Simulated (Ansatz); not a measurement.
## Relaxing Hg3S

These are results of DFT r2SCAN, scalar-relativistic, plane waves, PAW in Ansatz 0.2.0, not measurements.

Hg3S was placed on the Li3N structure type (P6/mmm, No. 191), with S in place of N, Hg in place of Li, at a guessed volume.

The final relaxation ran on this input, with the default PAW datasets:

```yaml
crystal:
  lattice:
    - [5.6825718165, 0.0, 0.0]
    - [-2.8412859083, 4.9212515519, 0.0]
    - [0.0, 0.0, 4.9519330431]
  atoms:
    - { symbol: Hg, position: [0.0, 0.0, 0.5] }
    - { symbol: Hg, position: [0.3333333333, 0.6666666667, 0.0] }
    - { symbol: Hg, position: [0.6666666667, 0.3333333333, 0.0] }
    - { symbol: S, position: [0.0, 0.0, 0.0] }
basis:
  ecutwfc: 500
kpoints:
  mp_grid: { grid: [12, 12, 10] }
hamiltonian:
  xc: r2scan
scf:
  occupations: { method: gaussian, width: 0.1 }
output:
  forces: true
  stress: true
  eigenvalues: true
relax:
  adjacent_minimum: "off"
  f_tol: 0.01
  max_steps: 80
  cell: { stress_tol: 0.05 }
```

Launched as:

```bash
ansatz run input.yaml --threads 1 --pin off --max-ram 2560MiB --backend cpu --events-out ev --progress --plain --runs-dir out
```

Time: 4.3 min on 1 thread of Intel(R) Xeon(R) Platinum 8375C CPU @ 2.90GHz (Ice Lake) (shared host), peak memory 1.1 GiB.

End of the output:

```
SCF converged after 7 iterations
Free energy (F): -42387.947698 eV
Harris-Foulkes:  -42387.947698 eV  (|F-HF|=2.18e-11)
Internal energy: -42387.934451 eV  (E = F + TS)
E sigma→0 (E₀):  -42387.941075 eV
Entropy (-TS):   -0.013248 eV (-3.312 meV/atom)
Fermi energy:    5.969583 eV
--- Per-component energies (eV) ---
  E_band       = -1688.809155
  E_kinetic    = 1919.647510
  E_local      = -10659.560244  (includes V_loc(G=0)·N_el)
  E_nonlocal   = 252.217795
  E_hartree    = 4545.197554
  E_xc         = -713.513558
  E_vxc        = -962.072071  (∫ρ·V_xc dr)
  E_paw        = -30527.710355  (= ΣΔE_a)
  E_vpaw       = -1395.734134  (= ΣTr[D̂ρ^β])
  E_aug_tail   = 0.001179  (compensation charges beyond the density's cutoff)
  E_vtau       = 66.296116  (kinetic-family band-sum trace: ∫τ·v_τ [+ j·A + Jᵃ·Aᵃ] dr)
  E_ewald      = -7203.657783
  E_core_change = -0.556550  (= ΣΔE_core)
  E_smearing   = -0.013248  (= −TS)
  E_closure    =  0.000000  (closes the sum)
  Σ components = -42387.947698   (vs F -42387.947698, Δ=0.00e0)
--- Forces (eV/Å), atoms counted from 1 ---
  atom   1  Hg     0.00000000     0.00000000     0.00000000
  atom   2  Hg     0.00000000     0.00000000     0.00000000
  atom   3  Hg     0.00000000     0.00000000     0.00000000
  atom   4  S      0.00000000     0.00000000     0.00000000
  max |Σ_I F_I| component: 2.78e-17 eV/Å
--- Stress (GPa, compression-positive) ---
        0.017420       0.000000       0.000000
        0.000000       0.017420       0.000000
        0.000000       0.000000      -0.023386
  P = ⅓ Tr σ = 0.0038 GPa (0.038 kbar)
--- Relaxed structure (4 steps of the walk, 4 accepted, 1 SCFs on fresh bases) ---
  F+E_penalty+E_count = -42387.94769839 eV   max|allowed force component| = 1.110e-16 eV/Å   (the final SCF, on the basis selected at the relaxed cell)
  cell:  # Å, volume = 142.4369 Å³
    - [5.827224, 0.000000, 0.0]
    - [-2.913612, 5.046524, 0.0]
    - [0.0, 0.0, 4.843600]
  atoms:
    - { symbol: Hg, position: [0.000000, 0.000000, 0.5] }
    - { symbol: Hg, position: [0.333333, 0.666667, 0.0] }
    - { symbol: Hg, position: [0.666667, 0.333333, 0.0] }
    - { symbol: S, position: [0.000000, 0.000000, 0.0] }
```

Absolute energies hang on the potentials; compare differences alone.

The result has space group P6/mmm (No. 191). Hg on Wyckoff site b (1 atom of the primitive cell) is coordinated by 2 S at 2.42 Å; around Hg on Wyckoff site c (2 atoms of the primitive cell) lie 3 S at 3.36 Å and 3 Hg at 3.36 Å; S has 2 Hg at 2.42 Å.

Against the elements it lies at 0.33 eV/atom. Energies over the elements count from the elements' standard structures at the same level, with no empirical corrections.

For metals, differences of a few meV/atom aren't resolved. No dispersion correction is applied, so the spacing between layers, chains or molecules is poorly fixed, and with it the volume and density. Spin–orbit coupling is left out.

Symmetry constrained the relaxation, so the result can be a saddle point.